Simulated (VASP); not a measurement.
# AlP (F-43m) in VASP: single point with PBE0

Aim: the single point of AlP with PBE0.

All numbers are computed with VASP 6.6.1; they aren't measurements. Logs are shortened: lines on timing, memory, paths and dates and some standing lists are left out, and cuts for length are marked.

**Experimental background.**

A printed reference work, data compilation reports, for a bulk crystal of AlP at 4.2 K: band gap 2.505 eV (indirect).

The runs below are set against these values where they give the same quantity.

### 1 Starting point

The structure is cubic, space group F-43m (No. 216). Conventional cell: a = 5.471 Å, b = 5.471 Å, c = 5.471 Å, α = 90.00°, β = 90.00°, γ = 90.00°. Al (site symmetry -43m) is surrounded by 4 P at 2.37 Å. Around P (site symmetry -43m) lie 4 Al at 2.37 Å.

The cell is a database's computed one.

### 2 Single point, PBE0

POSCAR reads:

```
AlP
1.0
    0.0000000000      2.7357100000      2.7357100000
    2.7357100000      0.0000000000      2.7357100000
    2.7357100000      2.7357100000      0.0000000000
Al P
1 1
Direct
    0.0000000000      0.0000000000      0.0000000000
    0.2500000000      0.2500000000      0.2500000000
```

INCAR.step1 reads:

```
  PREC = Accurate
  ENCUT = 520
  EDIFF = 1E-5
  ISMEAR = 0
  SIGMA = 0.02
  LREAL = False
  LASPH = True
  NELM = 100
  ALGO = Normal
  ISIF = 2
  LWAVE = True
  LCHARG = False
  NBANDS = 11
  GGA = PE
```

INCAR.step2 reads:

```
  PREC = Accurate
  ENCUT = 520
  EDIFF = 1E-7
  ISMEAR = 0
  SIGMA = 0.02
  LREAL = False
  LASPH = True
  NELM = 100
  ALGO = Normal
  ISIF = 2
  LWAVE = False
  LCHARG = False
  GGA = PE
  LHFCALC = True
  AEXX = 0.25
  PRECFOCK = Fast
  NBANDS = 11
  ISTART = 1
```

KPOINTS reads:

```
Automatic mesh
0
Gamma
  6 6 6
```

Potentials or basis: VASP PAW PBE potentials, release 64 (Al, P).

The run is started by

```sh
$ cat potpaw_PBE.64/Al/POTCAR potpaw_PBE.64/P/POTCAR > POTCAR
$ cp INCAR.step1 INCAR
$ mpirun -np 1 vasp_std > vasp.out
$ cp INCAR.step2 INCAR
$ mpirun -np 1 vasp_std > vasp.out
```

OUTCAR:

```text
PREC = Accurate
   ENCUT = 520
   EDIFF = 1E-7
   ISMEAR = 0
   LREAL = False
   LASPH = True
   NELM = 100
   ISIF = 2
   GGA = PE
   LHFCALC = True
   AEXX = 0.25
   PRECFOCK = Fast
   ISTART = 1

 ion  position               nearest neighbor table
   1  0.000  0.000  0.000-   2 2.37   2 2.37   2 2.37   2 2.37
   2  0.250  0.250  0.250-   1 2.37   1 2.37   1 2.37   1 2.37

  LATTYP: Found a face centered cubic cell.
 ALAT       =     5.4714200000

  Lattice vectors:

 A1 = (   0.0000000000,   2.7357100000,   2.7357100000)
 A2 = (   2.7357100000,   0.0000000000,   2.7357100000)
 A3 = (   2.7357100000,   2.7357100000,   0.0000000000)

Analysis of symmetry for initial positions (statically):
=====================================================================
 Subroutine PRICEL returns:
 Original cell was already a primitive cell.

 Routine SETGRP: Setting up the symmetry group for a
 face centered cubic supercell.

 Subroutine GETGRP returns: Found 24 space group operations
 (whereof 24 operations were pure point group operations)
 out of a pool of 48 trial point group operations.

The static configuration has the point symmetry T_d .

Analysis of symmetry for dynamics (positions and initial velocities):
=====================================================================
 Subroutine PRICEL returns:
 Original cell was already a primitive cell.

 Routine SETGRP: Setting up the symmetry group for a
 face centered cubic supercell.

 Subroutine GETGRP returns: Found 24 space group operations
 (whereof 24 operations were pure point group operations)
 out of a pool of 48 trial point group operations.

The dynamic configuration has the point symmetry T_d .

 Subroutine INISYM returns: Found 24 space group operations
 (whereof 24 operations are pure point group operations),
 and found     1 'primitive' translations

----------------------------------------------------------------------------------------

                                     Primitive cell

  volume of cell :      40.9487

  direct lattice vectors                    reciprocal lattice vectors
     0.000000000  2.735710000  2.735710000    -0.182767910  0.182767910  0.182767910
     2.735710000  0.000000000  2.735710000     0.182767910 -0.182767910  0.182767910
     2.735710000  2.735710000  0.000000000     0.182767910  0.182767910 -0.182767910

  length of vectors
     3.868878185  3.868878185  3.868878185     0.316563307  0.316563307  0.316563307

  position of ions in fractional coordinates (direct lattice)
[... 89 lines left out ...]
     AMIX     =   0.40;   BMIX     =  1.00
     AMIX_MAG =   1.60;   BMIX_MAG =  1.00
  volume/ion in A,a.u.               =      20.47       138.17
  Fermi-wavevector in a.u.,A,eV,Ry     =   0.949930  1.795107 12.277439  0.902366
  Thomas-Fermi vector in A             =   2.078259
   LORBIT       =      0    0 simple, 1 ext, 2 COOP (PROOUT), +10 PAW based schemes
   GGA     = PE    functional components
   LHFCALC =     T    Hartree Fock is set to
   PRECFOCK=fast      Normal, Fast or Accurate (Low or Medium for compatibility)
   ENCUT4O =  -1.0   cutoff for four orbital integrals eV
   NKREDX  =     1    reduce k-point grid by
   NKREDY  =     1    reduce k-point grid by
   NKREDZ  =     1    reduce k-point grid by
   AEXX    =    0.2500 exact exchange contribution
   HFSCREEN=    0.0000 screening length (either q_TF or 0.3 A-1)
   HFSCREENC=   0.0000 screening length for correlation (either q_TF or 0.3 A-1)
   ENCUTFOCK=  -1.0 apply spherical cutoff to Coloumb kernel
   IVDW    =     0    specifies the selected vdW correction
   LEPSILON=     F    determine dielectric tensor
   LRPA    =     F    only Hartree local field effects (RPA)
 non-spin polarized calculation
 Gauss-broadening in eV      SIGMA  =   0.02
  energy-cutoff  :      520.00
  volume of cell :       40.95
 maximum number of plane-waves:      1113
 NGX is ok and might be reduce to    30
  NGX = 18; NGY = 18; NGZ = 18

 number of electron       7.9999999 magnetization

 Free energy of the ion-electron system (eV)
  ---------------------------------------------------
  ext. energy  EPLUGINS =         0.00000000
  ---------------------------------------------------
  free energy    TOTEN  =       -12.90519704 eV

  energy without entropy =      -12.90519704  energy(sigma->0) =      -12.90519704

 E-fermi :   3.8257     XC(G=0):  -7.2777

 val. band max:        3.6840987635   @ k =   0.0000   0.0000   0.0000
 cond. band min:       6.6592241291   @ k =   0.5000   0.5000   0.0000
 fundamental gap:      2.9751253656
 Fermi energy:         3.8256779634

 k-point     1 :       0.0000    0.0000    0.0000
  band No.  band energies     occupation
      1      -9.1255      2.00000
      2       3.6841      2.00000
      3       3.6841      2.00000
      4       3.6841      2.00000
      5       8.5493      0.00000
      6       9.8906      0.00000
      7       9.8906      0.00000
      8       9.8906      0.00000
      9      14.4430      0.00000
     10      14.4430      0.00000
     11      15.7317      0.00000
[... 197 lines left out ...]
 k-point    16 :      -0.3333    0.5000    0.1667
  band No.  band energies     occupation
      1      -6.4971      2.00000
      2      -1.9274      2.00000
      3       0.4825      2.00000
      4       0.7709      2.00000
      5       8.5020      0.00000
      6       9.6029      0.00000
      7      13.1979      0.00000
      8      13.5755      0.00000
      9      17.0355      0.00000
     10      17.8143      0.00000
     11      19.0680      0.00000

------------------------ aborting loop because EDIFF is reached ----------------------------------------

  FORCE on cell =-STRESS in cart. coord.  units (eV):
  Direction    XX          YY          ZZ          XY          YZ          ZX
  --------------------------------------------------------------------------------------
  -------------------------------------------------------------------------------------
  Total       -0.0354912     -0.0354912     -0.0354912      0.0000000     -0.0000000      0.0000000
  in kB       -1.3886459     -1.3886459     -1.3886459      0.0000000     -0.0000000      0.0000000
  external PRESSURE =      -1.3886459 kB  Pullay stress =       0.0000000 kB

 VOLUME and BASIS-vectors are now :
 -----------------------------------------------------------------------------
  energy-cutoff  :      520.00
  volume of cell :       40.95
      direct lattice vectors                 reciprocal lattice vectors
     0.000000000  2.735710000  2.735710000    -0.182767910  0.182767910  0.182767910
     2.735710000  0.000000000  2.735710000     0.182767910 -0.182767910  0.182767910
     2.735710000  2.735710000  0.000000000     0.182767910  0.182767910 -0.182767910

 POSITION                                       TOTAL-FORCE (eV/Angst)
 -----------------------------------------------------------------------------------
      0.00000      0.00000      0.00000        -0.000000     -0.000000     -0.000000
      1.36786      1.36786      1.36786         0.000000      0.000000      0.000000
 -----------------------------------------------------------------------------------
    total drift:                               -0.000000     -0.000000     -0.000000

  FREE ENERGIE OF THE ION-ELECTRON SYSTEM (eV)
  ---------------------------------------------------
  free  energy   TOTEN  =       -12.9051970359 eV

  energy  without entropy=      -12.9051970359  energy(sigma->0) =      -12.90519704
```

OUTCAR.step1:

```text
PREC = Accurate
   ENCUT = 520
   EDIFF = 1E-5
   ISMEAR = 0
   LREAL = False
[... 437 lines left out ...]
      0.00000      0.00000      0.00000         0.000000      0.000000      0.000000
      1.36786      1.36786      1.36786        -0.000000     -0.000000     -0.000000
 -----------------------------------------------------------------------------------
    total drift:                               -0.000000     -0.000000     -0.000000

  FREE ENERGIE OF THE ION-ELECTRON SYSTEM (eV)
  ---------------------------------------------------
  free  energy   TOTEN  =       -10.3653402480 eV

  energy  without entropy=      -10.3653402480  energy(sigma->0) =      -10.36534025
```

OSZICAR.step1:

```text
N       E                     dE             d eps       ncg     rms          rms(c)
DAV:   1     0.110420522882E+02    0.11042E+02   -0.29146E+03   368   0.543E+02
DAV:   2    -0.985077138809E+01   -0.20893E+02   -0.19801E+02   467   0.907E+01
DAV:   3    -0.107093216252E+02   -0.85855E+00   -0.85728E+00   440   0.170E+01
DAV:   4    -0.107163778212E+02   -0.70562E-02   -0.70556E-02   441   0.192E+00
DAV:   5    -0.107164990411E+02   -0.12122E-03   -0.12122E-03   448   0.235E-01    0.449E+00
DAV:   6    -0.104076822031E+02    0.30882E+00   -0.62227E-01   385   0.292E+00    0.286E+00
DAV:   7    -0.103647744663E+02    0.42908E-01   -0.22091E-01   412   0.191E+00    0.145E+00
DAV:   8    -0.103652630689E+02   -0.48860E-03   -0.15451E-02   403   0.606E-01    0.239E-01
DAV:   9    -0.103651722064E+02    0.90862E-04   -0.74276E-04   422   0.150E-01    0.976E-02
DAV:  10    -0.103653367010E+02   -0.16449E-03   -0.25034E-04   388   0.831E-02    0.122E-02
DAV:  11    -0.103653402480E+02   -0.35470E-05   -0.25055E-05   437   0.224E-02
   1 F= -.10365340E+02 E0= -.10365340E+02  d E =-.479285E-21
```

Run time: 4.2 min. Hardware: 1 thread of Intel Xeon Platinum 8559C (Emerald Rapids), shared host; peak memory 0.17 GiB.

What came out:

```
Free energy            : -12.9052 eV
Pressure               : -0.1 GPa
Band gap on the k mesh : 2.98 eV, indirect (least direct gap 4.87 eV)
```

Levels at points of the mesh, in eV from the valence-band top:
| k point | band 1 | band 2 | band 3 | band 4 | band 5 | band 6 | band 7 | band 8 |
| --- | --- | --- | --- | --- | --- | --- | --- | --- |
| (0.00, 0.00, 0.00) | -12.81 | 0.00 | 0.00 | 0.00 | 4.87 | 6.21 | 6.21 | 6.21 |
| (0.50, 0.00, 0.00) | -10.96 | -6.15 | -0.85 | -0.85 | 4.33 | 6.48 | 6.48 | 10.01 |
| (0.50, 0.50, 0.00) | -10.22 | -5.91 | -2.33 | -2.33 | 2.98 | 3.94 | 13.18 | 13.18 |

Caveat: the PAW data sets were made with another functional, which shifts forces and pressure a little.

### 3 Comparison with measurements

Step 2. Against the measured gap of AlP, 2.505 eV (indirect; 4.2 K; a printed reference work, data compilation), the calculated 2.98 eV is off by +0.47 eV. The value is that of PBE0 on a finite k mesh, which can miss the band edges, without temperature or zero-point motion. The cell is a database's relaxed one, not the measured one, which moves gaps too.
